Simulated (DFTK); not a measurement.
# GaN (F-43m) in DFTK: reference runs

How does GaN come out in PBEsol? The cell is run as given, and energy against volume gives the equilibrium volume and stiffness.

Everything below comes from runs of DFTK 0.8.2. Logs are shortened: lines on timing, memory, paths and dates and some standing lists are left out, and cuts for length are marked.

**Experimental background.**

From a printed reference work, textbook, for a bulk crystal of GaN at 0 K: band gap 3.299 eV (direct).

The runs below are set against these values where they give the same quantity.

## (1) The crystal as given

Symmetry: F-43m, No. 216, cubic system. Conventional cell: a = 4.507 Å, b = 4.507 Å, c = 4.507 Å, α = 90.00°, β = 90.00°, γ = 90.00°. Ga (site symmetry -43m) has 4 N at 1.95 Å as nearest neighbours. N (site symmetry -43m) is surrounded by 4 Ga at 1.95 Å.

The cell is a database's computed one.

## (2) Equation of state, PBEsol

Contents of run.jl:

```julia
using DFTK
using PseudoPotentialData
using Unitful, UnitfulAtomic
using LinearAlgebra, Printf
include("save.jl")
disable_threading()

# lattice vectors are the columns
lattice = austrip(1u"Å") * [           0.0   2.2535006075   2.2535006075;
             2.2535006075            0.0   2.2535006075;
             2.2535006075   2.2535006075            0.0]
symbols   = [:Ga, :N]
positions = [[0.0, 0.0, 0.0],
             [0.25, 0.25, 0.25]]
pseudopotentials = PseudoFamily("dojo.nc.sr.pbesol.v0_4_1.standard.upf")
elements = Dict(s => ElementPsp(s, pseudopotentials) for s in unique(symbols))
atoms    = [elements[s] for s in symbols]

build_model(lattice, positions; symmetries=true) =
    model_DFT(lattice, atoms, positions;
              functionals=PBEsol(),
              temperature=austrip(0.05u"eV"),
              smearing=Smearing.FermiDirac(),
              symmetries)
Ecut  = 42.0  # hartree
kgrid = [10, 10, 10]
tol   = 1e-6
to_GPa = ustrip(uconvert(u"GPa", 1u"hartree/bohr^3"))

results["points"] = []
for scale in [0.94, 0.96, 0.98, 1.0, 1.02, 1.04, 1.06]
    println("\n=== scale = ", scale)
    model = build_model(cbrt(scale) * lattice, positions)
    basis = PlaneWaveBasis(model; Ecut, kgrid)
    t0 = time()
    scfres = self_consistent_field(basis;
                                   tol,
                                   nbandsalg=AdaptiveBands(model; n_bands_converge=14))
    seconds = time() - t0
    @printf "SCF: %d iterations, %.1f s\n" scfres.n_iter seconds
    forces = compute_forces_cart(scfres)
    stress = compute_stresses_cart(scfres)
    @printf "V = %.5f Å^3  F = %.8f Ha  max force = %.5f eV/Å  p = %.4f GPa\n" ustrip(auconvert(u"Å^3", model.unit_cell_volume)) scfres.energies.total ustrip(auconvert(u"eV/Å", maximum(norm, forces))) (-tr(stress) / 3 * to_GPa)
    push!(results["points"], save_scf!(scfres; forces, stress, d=Dict{String,Any}("seconds" => seconds, "n_matvec" => get(scfres, :n_matvec, 0))))
end

# third-order Birch-Murnaghan fit in x = V^(-2/3)
V = [0.94, 0.96, 0.98, 1.0, 1.02, 1.04, 1.06] * abs(det(lattice))
E = [p["total"] for p in results["points"]]
x = V .^ (-2 / 3)
c = [x .^ 0 x x .^ 2 x .^ 3] \ E
Δ = c[3]^2 - 3c[2] * c[4]
if Δ > 0
    x0 = (-c[3] + sqrt(Δ)) / 3c[4]
    B0 = 4 / 9 * x0^(7 / 2) * (2c[3] + 6c[4] * x0)
    @printf "V0 = %.4f Å^3  B0 = %.2f GPa\n" ustrip(auconvert(u"Å^3", x0^(-3 / 2))) B0 * to_GPa
end
```

Potentials or basis: dojo.nc.sr.pbesol.v0_4_1.standard.upf (PBEsol).

Started as:

```console
> julia --threads=1 run.jl  # save.jl only writes the numbers to a file and isn't shown; printed stress counts tension as positive; times include loading and compiling
```

Standard output:

```text
=== scale = 0.94
n     Energy            log10(ΔE)   log10(Δρ)   Diag   Δtime
---   ---------------   ---------   ---------   ----   ------
  1   -86.59940597056                   -0.54    4.9    7.93s
  2   -86.71802388324       -0.93       -1.02    2.6    5.04s
  3   -86.72822657001       -1.99       -1.65    2.5    4.91s
  4   -86.72848455881       -3.59       -2.29    1.2    3.58s
  5   -86.72849376499       -5.04       -2.73    2.4    4.90s
  6   -86.72849687757       -5.51       -3.62    1.3    3.51s
  7   -86.72849697881       -6.99       -3.68    2.7    4.90s
  8   -86.72849700086       -7.66       -4.07    1.0    3.43s
  9   -86.72849700755       -8.17       -5.33    2.0    4.17s
 10   -86.72849700769       -9.86       -5.29    3.2    5.74s
[... 60 further cycles ...]
  3   -86.72816236268       -2.50       -1.71    2.0    7.04s
  4   -86.72828370792       -3.92       -2.07    1.0    5.11s
  5   -86.72830841942       -4.61       -2.56    2.0    6.11s
  6   -86.72831173706       -5.48       -3.45    1.1    3.86s
  7   -86.72831187974       -6.85       -3.52    2.9    5.92s
  8   -86.72831191125       -7.50       -3.78    1.0    3.67s
  9   -86.72831192571       -7.84       -4.94    2.0    4.91s
 10   -86.72831192599       -9.55       -5.56    2.4    5.72s
 11   -86.72831192599      -11.87       -5.87    1.9    4.75s
 12   -86.72831192600      -12.15       -7.05    1.7    4.65s
SCF: 12 iterations, 65.5 s
V = 24.26101 Å^3  F = -86.72831193 Ha  max force = 0.00000 eV/Å  p = -10.3256 GPa
V0 = 22.7778 Å^3  B0 = 187.73 GPa
```

It took 12 min on 1 thread of Intel Xeon 6975P-C (Granite Rapids), shared host; peak memory 1.9 GiB.

Results:

```
Equilibrium volume                      : 11.39 Å³/atom
Bulk modulus                            : 188 GPa
Pressure derivative of the bulk modulus : 4.4
```

Energy against volume, from the lowest point:
| volume (Å³/atom) | energy (meV/atom) |
| --- | --- |
| 10.757 | 22.59 |
| 10.986 | 8.75 |
| 11.215 | 1.45 |
| 11.444 | 0.00 |
| 11.673 | 3.81 |
| 11.902 | 12.34 |
| 12.131 | 25.10 |

## (3) Single point, PBEsol, 10.76 Å³/atom (volume scaled by 0.94)

run.jl is that of step 2.

Potentials or basis: dojo.nc.sr.pbesol.v0_4_1.standard.upf (PBEsol).

Started as:

```console
> julia --threads=1 run.jl  # one pass of the loop, scale = 0.94; save.jl only writes the numbers to a file and isn't shown; printed stress counts tension as positive; times include loading and compiling
```

Wall time 56 s (1 thread of Intel Xeon 6975P-C (Granite Rapids), shared host).

The run converged. Its results:

- Free energy: -2360.0026 eV
- Pressure: 12.1 GPa
- Band gap on the k mesh: 2.11 eV, direct

## (4) Single point, PBEsol, 10.99 Å³/atom (volume scaled by 0.96)

run.jl is that of step 3.

Started as:

```console
> julia --threads=1 run.jl  # one pass of the loop, scale = 0.96; save.jl only writes the numbers to a file and isn't shown; printed stress counts tension as positive; times include loading and compiling
```

Run time: 50 s. Hardware: 1 thread of Intel Xeon 6975P-C (Granite Rapids), shared host.

It converged, with:

```
Free energy            : -2360.0303 eV
Pressure               : 7.3 GPa
Band gap on the k mesh : 1.97 eV, direct
```

## (5) Single point, PBEsol, 11.21 Å³/atom (volume scaled by 0.98)

run.jl is that of step 4.

Started as:

```console
> julia --threads=1 run.jl  # one pass of the loop, scale = 0.98; save.jl only writes the numbers to a file and isn't shown; printed stress counts tension as positive; times include loading and compiling
```

It took 49 s on 1 thread of Intel Xeon 6975P-C (Granite Rapids), shared host.

It converged, with:

| Property | Result |
| --- | --- |
| Free energy | -2360.0449 eV |
| Pressure | 3.0 GPa |
| Band gap on the k mesh | 1.84 eV, direct |

## (6) Single point, PBEsol, 11.44 Å³/atom

run.jl is that of step 5.

Potentials or basis: dojo.nc.sr.pbesol.v0_4_1.standard.upf (PBEsol).

Started as:

```console
> julia --threads=1 run.jl  # one pass of the loop, scale = 1.0; save.jl only writes the numbers to a file and isn't shown; printed stress counts tension as positive; times include loading and compiling
```

Wall time 53 s (1 thread of Intel Xeon 6975P-C (Granite Rapids), shared host).

It converged, with:

| Item | Value |
| --- | --- |
| Free energy | -2360.0478 eV |
| Pressure | -0.9 GPa |
| Band gap on the k mesh | 1.71 eV, direct |

## (7) Single point, PBEsol, 11.67 Å³/atom (volume scaled by 1.02)

run.jl is that of step 6.

Started as:

```console
> julia --threads=1 run.jl  # one pass of the loop, scale = 1.02; save.jl only writes the numbers to a file and isn't shown; printed stress counts tension as positive; times include loading and compiling
```

Run time: 55 s. Hardware: 1 thread of Intel Xeon 6975P-C (Granite Rapids), shared host.

The run converged. Its results:

```
Free energy            : -2360.0402 eV
Pressure               : -4.4 GPa
Band gap on the k mesh : 1.58 eV, direct
```

## (8) Single point, PBEsol, 11.90 Å³/atom (volume scaled by 1.04)

run.jl is that of step 7.

Started as:

```console
> julia --threads=1 run.jl  # one pass of the loop, scale = 1.04; save.jl only writes the numbers to a file and isn't shown; printed stress counts tension as positive; times include loading and compiling
```

It took 59 s on 1 thread of Intel Xeon 6975P-C (Granite Rapids), shared host.

The run converged. Its results:

```yaml
Free_energy: -2360.0231 eV
Pressure: -7.5 GPa
Band_gap_on_the_k_mesh: 1.45 eV, direct
```

## (9) Single point, PBEsol, 12.13 Å³/atom (volume scaled by 1.06)

run.jl is that of step 8.

Potentials or basis: dojo.nc.sr.pbesol.v0_4_1.standard.upf (PBEsol).

Started as:

```console
> julia --threads=1 run.jl  # one pass of the loop, scale = 1.06; save.jl only writes the numbers to a file and isn't shown; printed stress counts tension as positive; times include loading and compiling
```

Run time: 66 s. Hardware: 1 thread of Intel Xeon 6975P-C (Granite Rapids), shared host.

The run converged. Its results:

| Quantity | Value |
| --- | --- |
| Free energy | -2359.9976 eV |
| Pressure | -10.3 GPa |
| Band gap on the k mesh | 1.33 eV, direct |

## (10) Single point, PBEsol

Contents of run.jl:

```julia
using DFTK
using PseudoPotentialData
using Unitful, UnitfulAtomic
using LinearAlgebra, Printf
include("save.jl")
disable_threading()

# lattice vectors are the columns
lattice = austrip(1u"Å") * [           0.0   2.2535006075   2.2535006075;
             2.2535006075            0.0   2.2535006075;
             2.2535006075   2.2535006075            0.0]
symbols   = [:Ga, :N]
positions = [[0.0, 0.0, 0.0],
             [0.25, 0.25, 0.25]]
pseudopotentials = PseudoFamily("dojo.nc.sr.pbesol.v0_4_1.standard.upf")
elements = Dict(s => ElementPsp(s, pseudopotentials) for s in unique(symbols))
atoms    = [elements[s] for s in symbols]

build_model(lattice, positions; symmetries=true) =
    model_DFT(lattice, atoms, positions;
              functionals=PBEsol(),
              temperature=austrip(0.05u"eV"),
              smearing=Smearing.FermiDirac(),
              symmetries)
Ecut  = 42.0  # hartree
kgrid = [10, 10, 10]
tol   = 1e-6
to_GPa = ustrip(uconvert(u"GPa", 1u"hartree/bohr^3"))

model = build_model(lattice, positions)
basis = PlaneWaveBasis(model; Ecut, kgrid)
display(basis)
scfres = self_consistent_field(basis;
                               tol,
                               nbandsalg=AdaptiveBands(model; n_bands_converge=14))
display(scfres.energies)
@printf "Fermi level: %.6f eV\n" ustrip(auconvert(u"eV", something(scfres.εF, NaN)))
forces = compute_forces_cart(scfres)
println("Forces (eV/Å)")
for (s, f) in zip(symbols, forces)
    @printf "%-3s %12.6f %12.6f %12.6f\n" s ustrip.(auconvert.(u"eV/Å", f))...
end
stress = compute_stresses_cart(scfres)
println("Stress (GPa)")
display(round.(stress * to_GPa; digits=4))
println("Levels at the first k-point (eV): ", round.(ustrip.(auconvert.(u"eV", scfres.eigenvalues[1][1:scfres.n_bands_converge])); digits=4))
save_scf!(scfres; forces, stress)
```

Potentials or basis: dojo.nc.sr.pbesol.v0_4_1.standard.upf (PBEsol).

Started as:

```console
> julia --threads=1 run.jl  # save.jl only writes the numbers to a file and isn't shown; printed stress counts tension as positive; times include loading and compiling
```

Standard output:

```text
PlaneWaveBasis discretization:

    Ecut                 : 42.0 Ha
    fft_size             : (40, 40, 40), 64000 total points
    kgrid                : MonkhorstPack([10, 10, 10])
    num.   red. kpoints  : 1000
    num. irred. kpoints  : 73

    Discretized Model(gga_x_pbe_sol+gga_c_pbe_sol, 3D):
        lattice (in Bohr)    : [0         , 4.2585    , 4.2585    ]
                               [4.2585    , 0         , 4.2585    ]
                               [4.2585    , 4.2585    , 0         ]
        unit cell volume     : 154.45 Bohr³

        atoms                : GaN
        pseudopot. family    : PseudoFamily("dojo.nc.sr.pbesol.v0_4_1.standard.upf")

        num. electrons       : 18
        spin polarization    : none
        temperature          : 0.0018375 Ha
        smearing             : DFTK.Smearing.FermiDirac()

        terms                : Kinetic()
                               AtomicLocal()
                               AtomicNonlocal()
                               Ewald(nothing)
                               PspCorrection()
                               Hartree()
                               Xc(gga_x_pbe_sol, gga_c_pbe_sol)
                               Entropy()
n     Energy            log10(ΔE)   log10(Δρ)   Diag   Δtime
---   ---------------   ---------   ---------   ----   ------
  1   -86.60264738454                   -0.55    4.8    12.3s
  2   -86.72409223724       -0.92       -1.14    2.6    6.45s
  3   -86.72995477525       -2.23       -1.68    2.1    9.21s
  4   -86.73013305777       -3.75       -2.13    1.0    5.07s
  5   -86.73015315200       -4.70       -2.68    2.0    6.56s
  6   -86.73015685265       -5.43       -3.37    1.5    5.29s
  7   -86.73015700245       -6.82       -3.61    2.1    6.45s
  8   -86.73015703662       -7.47       -3.92    1.0    6.72s
  9   -86.73015704823       -7.94       -5.07    2.0    7.83s
 10   -86.73015704839       -9.78       -5.46    2.9    11.5s
 11   -86.73015704839      -11.44       -6.30    1.5    5.41s
Energy breakdown (in Ha):
    Kinetic             70.0092587
    AtomicLocal         -60.5641446
    AtomicNonlocal      -39.2934858
    Ewald               -58.3371586
    PspCorrection       3.4699357
    Hartree             21.7795184
    Xc                  -23.7940808
    Entropy             -0.0000000

    total               -86.730157048394
Fermi level: 6.062677 eV
Forces (eV/Å)
Ga      0.000000     0.000000     0.000000
N      -0.000000    -0.000000    -0.000000
Stress (GPa)
3×3 StaticArraysCore.SMatrix{3, 3, Float64, 9} with indices SOneTo(3)×SOneTo(3):
 0.9103  0.0     0.0
 0.0     0.9103  0.0
 0.0     0.0     0.9103
Levels at the first k-point (eV): [-10.6951, -8.3376, -8.3376, -8.3376, -8.0248, -8.0248, 5.2101, 5.2101, 5.2101, 6.9152, 15.4564, 15.4564, 15.4564, 22.5986]
```

Wall time 2.9 min (1 thread of Intel Xeon Platinum 8559C (Emerald Rapids), shared host); peak memory 1.8 GiB.

What came out:

| Quantity | Value |
| --- | --- |
| Free energy | -2360.0478 eV |
| Pressure | -0.9 GPa |
| Band gap on the k mesh | 1.71 eV, direct |

Levels at points of the mesh, in eV from the valence-band top:
```
             k point  band 6  band 7  band 8  band 9  band 10  band 11  band 12  band 13
  (0.00, 0.00, 0.00)  -13.23    0.00    0.00    0.00     1.71    10.25    10.25    10.25
 (-0.50, 0.00, 0.00)  -11.92   -7.10   -0.97   -0.97     4.59     8.64    10.29    10.29
(-0.50, -0.50, 0.00)  -11.46   -6.17   -2.72   -2.72     3.25     6.58    11.58    13.87
```

## (11) How close it comes

Step 10. Against the measured gap of GaN, 3.299 eV (direct; 0 K; a printed reference work, textbook), the calculated 1.71 eV is off by -1.59 eV. Spin-orbit coupling on Ga is left out. The value is that of PBEsol, without temperature or zero-point motion. Semilocal functionals fall short of measured gaps as a rule. The cell is a database's relaxed one, not the measured one, which moves gaps too.
